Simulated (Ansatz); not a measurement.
Crystal: CuO (Tenorite).

```
CELL_PARAMETERS angstrom
2.34185 -1.71130 0.00000
2.34185 1.71130 0.00000
-0.85003 0.00000 5.05787
ATOMIC_POSITIONS crystal
Cu 0.50000 0.00000 0.50000
Cu 0.00000 0.50000 0.00000
O 0.41840 0.58160 0.75000
O 0.58160 0.41840 0.25000
```

* Program: Ansatz 0.2.0
* Task: relaxation of cell and atoms
* Functional: r2SCAN
* Potentials or basis: Ansatz PAW
* Cutoff: 500 eV (not typed: the program's choice for these potentials)
* k mesh: 10 × 10 × 5
* Occupations: fermi-dirac, width 0.05 eV
* Spin: no spin polarisation
* Hubbard terms: Cu d U = 3 eV

At the start: volume 10.13 Å³/atom.

Problem. Where does the relaxation end?

Solution. It ends after 16 steps and the volume is 10.82 Å³/atom (+6.7 %); space group P4_2/mmc (No. 131, to 0.05 Å).

Step by step:
| step | energy change (eV) | largest force (eV/Å) | volume (Å³) |
| --- | --- | --- | --- |
| 1 | 0.0000 | 0.2118 | 40.54 |
| 2 | -0.0088 | 0.1798 | 40.82 |
| 3 | -0.0262 | 0.1401 | 41.09 |
| 4 | -0.0389 | 0.1129 | 42.86 |
| 5 | -0.0488 | 0.0704 | 42.92 |
| 6 | -0.0547 | 0.0011 | 42.97 |
| 7 | -0.0550 | 0.0010 | 43.00 |
| 8 | -0.0551 | 0.0009 | 43.02 |
| 9 | -0.0551 | 0.0004 | 43.04 |
| 10 | -0.0629 | 0.0001 | 43.04 |
| 11 | -0.0625 | 0.0008 | 43.65 |
| 12 | -0.0645 | 0.0608 | 43.26 |
| 13 | -0.0659 | 0.0013 | 43.26 |
| 14 | -0.0659 | 0.0007 | 43.26 |
| 15 | -0.0659 | 0.0012 | 43.27 |
| 16 | -0.0663 | 0.0012 | 43.27 |

Final structure:
```
Cu O
1.0
     2.05430   -2.04333    0.15850
     2.05430    2.04333    0.15850
    -0.40333    0.00000    5.12271
Cu O
2 2
Cartesian
  0.8255 -1.0217 2.6406
  1.0271 1.0217 0.0793
  1.7518 0.0021 4.0005
  1.9535 -0.0021 1.4392
```

Caveat: the plane-wave basis is chosen anew once the cell has moved, so the energies of steps on either side of that aren't comparable; the run has no spin polarisation, though such a crystal can be magnetic; U without spin polarisation on a metal has little footing; the PAW data sets come from PBE, with cores solved anew for the run's functional, which leaves a small shift of forces and pressure.
